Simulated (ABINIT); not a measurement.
The system is Sn.

```
CELL_PARAMETERS angstrom
-2.02919 2.02919 1.66076
2.02919 -2.02919 1.66076
2.02919 2.02919 -1.66076
ATOMIC_POSITIONS crystal
Sn 0.00000 0.00000 0.00000
```

This isn't the form of Sn at room conditions, which is tetragonal (white tin).

```yaml
Program: ABINIT 10.8.3 (patched build)
Task: relaxation of cell and atoms
Functional: PBE
Dispersion: D4
Potentials_or_basis: JTH PAW PBE v2.0
Cutoff: 599 eV
k_mesh: 10 × 10 × 10
Occupations: fermi-dirac, width 0.05 eV
Spin: no spin polarisation
```

At the start: pressure -1.3 GPa; volume 27.35 Å³/atom.

**Question.** How do energy, volume and symmetry change on relaxing?

**Answer.** Over 5 steps the energy falls by 4.7 meV/atom and the volume is 26.56 Å³/atom (-2.9 %); space group I4/mmm (No. 139, to 0.05 Å).

Step by step:
```
step  energy change (eV)  largest force (eV/Å)  pressure (GPa)  volume (Å³)
   1              0.0000                0.0000           -1.30        27.35
   2             -0.0023                0.0000           -0.90        27.09
   3             -0.0046                0.0000            0.17        26.48
   4             -0.0048                0.0000            0.09        26.52
   5             -0.0047                0.0000           -0.01        26.56
```

Final structure:
```
Sn
1.0
    -1.99820    1.99820    1.66277
     1.99820   -1.99820    1.66277
     1.99820    1.99820   -1.66277
Sn
1
Direct
  0.00000 0.00000 0.00000
```

Caveat: the log and the count of SCF iterations are those of the last ABINIT call alone; pairwise dispersion overbinds metals, which lowers pressure and volume.
